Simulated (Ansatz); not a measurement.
# Rocksalt PbS, cell of 2 atoms

What do PBEsol, HSE06 and r²SCAN give for the perfect crystal in this cell, and at what cost?

All numbers are computed with Ansatz 0.2.0 (PAW, plane waves).

## Step 1: The starting cell

2 atoms (1 Pb, 1 S); a = 4.172 Å, b = 4.172 Å, c = 4.172 Å, α = 60.00°, β = 60.00°, γ = 60.00°.

The runs, in order: (2) PBEsol single point at a 7×7×7 mesh, on 7 threads of Arm Neoverse-V2; (3) HSE06 single point at a 7×7×7 mesh, on 7 threads of Arm Neoverse-V2; (4) r²SCAN single point at a 7×7×7 mesh, on 7 threads of Arm Neoverse-V2.

## Step 2: Single point with PBEsol

File in.yaml:

```yaml
crystal:
  lattice:
    - [0.000000, 2.950000, 2.950000]
    - [2.950000, 0.000000, 2.950000]
    - [2.950000, 2.950000, 0.000000]
  atoms:
    - { symbol: Pb, position: [0.000000, 0.000000, 0.000000] }
    - { symbol: S, position: [0.500000, 0.500000, 0.500000] }
kpoints:
  mp_grid: { grid: [7, 7, 7] }
  band_path: { path: [VBM, CBM], npoints: 2 }
hamiltonian:
  xc: pbesol
scf:
  occupations: { method: fermi_dirac, width: 0.01 }
output:
  forces: true
  eigenvalues: true
  stress: true
  populations: true
```

Started as:

```bash
$ ansatz run in.yaml --threads 7 --pin off --max-ram 13300MiB --runs-dir r --events-out ev --progress --plain
```

## Step 3: Single point with HSE06

Changes to in.yaml since step 2:

```diff
@@ -12,3 +12,3 @@
 hamiltonian:
-  xc: pbesol
+  xc: hse06
 scf:
@@ -18,3 +18,2 @@
   eigenvalues: true
-  stress: true
   populations: true
```

## Step 4: r²SCAN single point

Changes to in.yaml since step 3:

```diff
@@ -12,3 +12,3 @@
 hamiltonian:
-  xc: hse06
+  xc: r2scan
 scf:
```

Q: Predict the outcome of this session. Wanted: for each run, top filled to lowest empty; gap over the zone; energy; pressure.

The runs gave:

```
 level                   time  top filled to lowest empty (eV)  gap over the zone (eV)  energy (eV/atom)  pressure (GPa)
PBEsol  1.3 s (7 CPU threads)                             0.88                    0.19        -6320.4642            0.01
 HSE06  4 min (7 CPU threads)                             1.27                    0.71        -6406.8391               -
r²SCAN  1.2 s (7 CPU threads)                             1.10                    0.55        -6413.9948               -
```

**What this shows.** At the same k points, PBEsol gives a spacing 0.39 eV smaller and r²SCAN gives a spacing 0.17 eV smaller than the 1.27 eV of HSE06. Spin–orbit coupling is left out, which matters for the band edges of the heavier elements here.
